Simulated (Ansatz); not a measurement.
# SnSe (Fm-3m): cell relaxations under several functionals from a Python script

Aim: cell relaxations under several functionals, for SnSe (Fm-3m), run from a script.

Program: the Python package of Ansatz 0.2.0. The levels of theory stand in the script. These are calculated values, not measurements.

### Step 1. The system

The structure is cubic, space group Fm-3m (No. 225). Conventional cell: a = 6.020 Å, b = 6.020 Å, c = 6.020 Å, α = 90.00°, β = 90.00°, γ = 90.00°. Sn (site symmetry m-3m) has 6 Se at 3.01 Å as nearest neighbours. Se (site symmetry m-3m) has 6 Sn at 3.01 Å as nearest neighbours.

The script holds or builds the structure itself.

### Step 2. The script

The input, lattice.py:

```python
"""How the lattice of SnSe depends on the functional."""

import logging
import sys

import ansatz
import numpy as np

logging.basicConfig(stream=sys.stdout, format="%(name)s: %(message)s")
logger = logging.getLogger("run")
logger.setLevel(logging.INFO)

def edges_and_angles(cell):
    cell = np.asarray(cell)
    a, b, c = np.linalg.norm(cell, axis=1)
    cosines = cell[1] @ cell[2] / (b * c), cell[0] @ cell[2] / (a * c), cell[0] @ cell[1] / (a * b)
    return (a, b, c, *np.degrees(np.arccos(cosines)))

cell = (
    ansatz.Lattice.from_parameters(4.256783, 4.256783, 4.256783, alpha=60.0, beta=60.0, gamma=60.0)
    .atom("Sn", (0.0, 0.0, 0.0))
    .atom("Se", (0.5, 0.5, 0.5))
)

job = (
    cell.calculation()
    .kpoints(6, center="monkhorst-pack")
    .occupations("Fixed")
    .initial_density(normalization="cell")
    .scf(extra_bands=6)
    .relax(cell=True, force_tolerance=0.01, max_steps=40, max_displacement=0.05)  # relax until the tolerances are met
)

levels = [("pbesol", "none"), ("pbesol", "d3bj"), ("lda", "none")]
logger.info("level            a       b       c    alpha   beta  gamma  V/atom  steps")
for name, dispersion in levels:
    seen = []
    run = job.functional(name, dispersion=dispersion).session().plan()
    outcome = run.execute(on_event=lambda e: seen.append(e) if e["event"] == "relax_step" else None)
    cell = outcome.lattice.cell_ang
    label = name if dispersion == "none" else f"{name}+{dispersion}"
    print("{:13s} {:7.4f} {:7.4f} {:7.4f} {:6.2f} {:6.2f} {:6.2f}".format(label, *edges_and_angles(cell)), f"{abs(np.linalg.det(cell)) / len(outcome.lattice.sites):7.3f} {len(seen):5d}")
```

### Step 3. The calls as engine input

The package turns the script's settings into the engine's input (first run):

```yaml
crystal:
  lattice:
    a: 4.256783
    b: 4.256783
    c: 4.256783
    alpha: 60.0
    beta: 60.0
    gamma: 60.0
  atoms:
    - { symbol: Sn, position: [0.0, 0.0, 0.0] }
    - { symbol: Se, position: [0.5, 0.5, 0.5] }
kpoints:
  mp_grid:
    grid: [6, 6, 6]
    shift: [0.5, 0.5, 0.5]
hamiltonian:
  xc: pbesol
  dispersion: none
scf:
  n_extra_bands: 6
  occupations:
    method: fixed
  initial_density:
    normalization: cell
relax:
  f_tol: 0.01
  max_steps: 40
  max_displacement: 0.05
  cell: {}
```

### Step 4. Launch

On the command line:

```
> python lattice.py
```

Output:

```text
run: level            a       b       c    alpha   beta  gamma  V/atom  steps
DeckWarning: basis.ecutwfc = 420 eV, auto-derived from the records' recommended cutoffs: set by Sn (normal level)
DeckWarning: crystal.symmetry: narrowed to the stabiliser of the k-point mesh — unitary ops 48 → 12; excluded 36 operations that carry a point of the 6×6×6 mesh (shift [0.5, 0.5, 0.5]) off the mesh (the run samples exactly the mesh kpoints.mp_grid names, as under crystal.symmetry.detect: false, and its converged state has the mesh's symmetry, not the crystal's; ε∞, the Born charges and the force constants of a linear response (`dielectric:` by the response, `phonons.method: dfpt`) are averaged over those of the crystal's operations that the state keeps within a tolerance, where `mesh_tensors`, `unaveraged_element` or `gamma_mean_max_change_ev_ang2` stands beside them; a row that [...]
pbesol         4.2084  4.2084  4.2084  60.03  60.03  60.03  26.368     5
pbesol+d3bj    4.1555  4.1555  4.1555  60.05  60.05  60.05  25.397     5
lda            4.1710  4.1710  4.1710  60.03  60.03  60.03  25.674     5
```

(Warnings from the package without file and line, shortened.)

Wall time 24 s (1 thread of Arm Neoverse V1, shared host); peak memory 0.43 GiB.

### Step 5. Inputs of later runs

The engine's inputs for the other runs:

Run 2, against run 1:

```diff
@@ -18 +18 @@
-  dispersion: none
+  dispersion: d3bj
```

Run 3, against run 1:

```diff
@@ -17 +17 @@
-  xc: pbesol
+  xc: lda
```

Lines on the test bed's own set-up are left out of the output.

A comment line of the script is reworded here; the code is as run.

### Step 6. What each run gave

The 3 runs, in the order started:

| run | functional | dispersion | energy (eV/atom) | final volume (Å³/atom) | pressure (GPa) | gap on the mesh (eV) | SCF cycles in all | CPU time (s) |
| --- | --- | --- | --- | --- | --- | --- | --- | --- |
| 1 | pbesol | none | -5687.4252 | 26.37 | 0.00 | 0.56 | 27 | 7.5 |
| 2 | pbesol | d3bj | -5687.7728 | 25.40 | -0.01 | 0.49 | 28 | 7.7 |
| 3 | lda | none | -5631.8228 | 25.67 | -0.01 | 0.53 | 28 | 7.2 |

Totals hang on method, basis and potentials, so only like runs compare.

### Step 7. Path of the relaxation of run 1

The steps of the relaxation:

```
step  E - E(step 1) (eV/cell)  largest force component (eV/Å)  pressure (GPa)  volume (Å³)
   1                   0.0000                          0.0000           -1.75        54.54
   2                  -0.0084                          0.0000            0.88        51.93
   3                  -0.0104                          0.0000           -0.05        52.78
   4                  -0.0104                          0.0000            0.00        52.74
   5                  -0.0101                          0.0000            0.00        52.74
```

Step 1 is the start. Step 5 repeats the geometry before it on a plane-wave basis chosen anew for that cell, so its energy need not be comparable with the rows above.

Lengths and angles in the start's conventional setting:

|  | before | after | change |
| --- | --- | --- | --- |
| a (Å) | 6.020 | 5.953 | -1.1 % |
| b (Å) | 6.020 | 5.953 | -1.1 % |
| c (Å) | 6.020 | 5.953 | -1.1 % |
| α (°) | 90.00 | 90.02 | 0.0 % |
| β (°) | 90.00 | 90.02 | 0.0 % |
| γ (°) | 90.00 | 90.02 | 0.0 % |
| volume (Å³/atom) | 27.27 | 26.37 | -3.3 % |
| shortest distance (Å) | 3.010 | 2.976 | -1.1 % |
| space group (0.01 Å) | Fm-3m | Fm-3m | same |

### Step 8. The relaxation of run 3, step by step

Step by step:

| step | energy from step 1 (eV/cell) | largest force component (eV/Å) | pressure (GPa) | volume (Å³) |
| --- | --- | --- | --- | --- |
| 1 | 0.0000 | 0.0000 | -3.17 | 54.54 |
| 2 | -0.0259 | 0.0000 | 1.85 | 49.86 |
| 3 | -0.0339 | 0.0000 | -0.17 | 51.49 |
| 4 | -0.0340 | 0.0000 | -0.01 | 51.35 |
| 5 | -0.0334 | 0.0000 | -0.01 | 51.35 |

Step 1 is the start. Step 5 repeats the geometry before it on a plane-wave basis chosen anew for that cell, so its energy need not be comparable with the rows above.

Lengths and angles in the start's conventional setting:

|  | before | after | change |
| --- | --- | --- | --- |
| a (Å) | 6.020 | 5.900 | -2.0 % |
| b (Å) | 6.020 | 5.900 | -2.0 % |
| c (Å) | 6.020 | 5.900 | -2.0 % |
| α (°) | 90.00 | 90.03 | 0.0 % |
| β (°) | 90.00 | 90.03 | 0.0 % |
| γ (°) | 90.00 | 90.03 | 0.0 % |
| volume (Å³/atom) | 27.27 | 25.67 | -5.9 % |
| shortest distance (Å) | 3.010 | 2.950 | -2.0 % |
| space group (0.01 Å) | Fm-3m | Fm-3m | same |

### Step 9. Results

```
       quantity                                          value
  runs compared                                              3
 relaxed volume  25.40 (pbesol d3bj) to 26.37 Å³/atom (pbesol)
gap on the mesh                0.49 (run 2) to 0.56 eV (run 1)
```

From smallest to largest: PBEsol+D3BJ (25.40 Å³ an atom, -6.9 % against the start), LDA (25.67 Å³ an atom, -5.9 % against the start) and PBEsol (26.37 Å³ an atom, -3.3 % against the start). The spread is 3.8 % in volume. In run 1, the volume shrank by 3.3 % over 3 moves, and the space group stayed Fm-3m. In run 3, the volume shrank by 5.9 % over 3 moves, and the space group stayed Fm-3m. Caveats:
- Forces vanish by symmetry, so the ions can't move, and the end may be a saddle.
- Edges and angles that the script prints are those of the cell as typed, here a primitive one.
